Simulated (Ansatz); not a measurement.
Below is a relaxed structure of SiC2. The cell was found from a structure generator's guess, not taken from experiment.

Theory: Ansatz 0.2.0, DFT PBE, scalar-relativistic, plane waves, PAW. Cutoff 420 eV, Γ-centred mesh, Gaussian smearing, no spin polarisation.

```
Si C
1.0
     2.45646    0.00000    0.00000
     0.00000    4.24240    0.00000
    -0.78672    0.00000    9.77102
Si C
2 4
Direct
  0.73821 0.00000 0.93767
  0.77901 0.50000 0.06293
  0.49570 0.16674 0.49989
  0.99568 0.66674 0.49981
  0.99568 0.33326 0.49981
  0.49570 0.83326 0.49989
```

The zero of energy is the elements' standard structures at the same level; no fitted shifts are applied.

Task: Find its symmetry and describe it.

Result: Pm (No. 6). Conventional cell: a = 2.456 Å, b = 4.242 Å, c = 9.803 Å, β = 94.6°. Si on its first site is surrounded by 4 Si at 2.45–2.46 Å; Si on its second site is surrounded by 4 Si at 2.45–2.46 Å; C on its first site is surrounded by 3 C at 1.41–1.42 Å; C on its second site has 3 C at 1.41–1.42 Å.

Task: What is its formation energy per atom?

Result: +0.26 eV/atom. A positive value: parting into the elements would lower its energy.

Task: Is it a metal?

Result: Yes, bands cross the Fermi level on the 16×10×4 mesh.

The last run used a 16×10×4 mesh (in the run's order of axes) for its 6-atom cell and Gaussian smearing of 0.10 eV. Weakly bound directions are ill-defined at this level, which has no dispersion term. The reference form of C is held partly by dispersion forces, which this level lacks. This cell was reached by moving the atoms of another relaxed cell at random and relaxing again, last within the group found; it had no such test of its own.
